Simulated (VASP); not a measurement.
Runs of VASP 6.6.1 on C. It takes space group P6_3/mmc (No. 194, hexagonal). Conventional cell: a = 2.522 Å, b = 2.522 Å, c = 8.237 Å, α = 90.00°, β = 90.00°, γ = 120.00°. Around C (site symmetry 3m) lie 4 C at 1.54 Å. Around C (site symmetry 3m) lie 4 C at 1.54 Å. This is a hexagonal form of diamond, not graphite.

```tsv
task	potentials or basis	cell	cutoff (eV)	smearing	gap on the mesh (eV)	pressure (GPa)	relaxed volume (Å³/atom)	largest force (eV/Å)
relaxation of cell and atoms	VASP PAW PBE potentials, release 54 (C)	relaxed	600	fermi-dirac 0.05 eV	4.53	0.0	5.70	-
relaxation of cell and atoms	VASP PAW PBE potentials, release 64 (C_h)	relaxed	980	fermi-dirac 0.05 eV	4.54	0.0	5.70	-
relaxation of cell and atoms	VASP PAW PBE potentials, release 54 (C)	relaxed	580	fermi-dirac 0.05 eV	4.53	0.0	5.70	-
single point	VASP PAW PBE potentials, release 64 (C)	as given	520	gaussian 0.015 eV	4.41	2.9	-	0.33
band structure	VASP PAW PBE potentials, release 54 (C)	as given	520	fermi-dirac 0.05 eV	4.41	2.9	-	0.33
band structure	VASP PAW PBE potentials, release 64 (C_s)	as given	400	fermi-dirac 0.05 eV	4.43	(a)	-	0.33
relaxation of cell and atoms	VASP PAW PBE potentials, release 64 (C_s)	relaxed	480	fermi-dirac 0.05 eV	4.54	0.0	5.72	0.01
band structure	VASP PAW PBE potentials, release 54 (C)	as given	500	fermi-dirac 0.05 eV	4.41	-	-	-
band structure	VASP PAW PBE potentials, release 64 (C_h)	as given	900	fermi-dirac 0.05 eV	(b)	1.8	-	0.33
```

Alike in all rows: level PBE; no spin polarisation; k mesh 12 × 12 × 4.

Q: Fill in the values left out.

A: (a) 3.5; (b) 4.42.

Caveats: the cutoff is under 1.25 times the usual one of these potentials, so pressure, stress and relaxed cells hold a basis-set (Pulay) error (some runs).

A k mesh can miss the band edges.
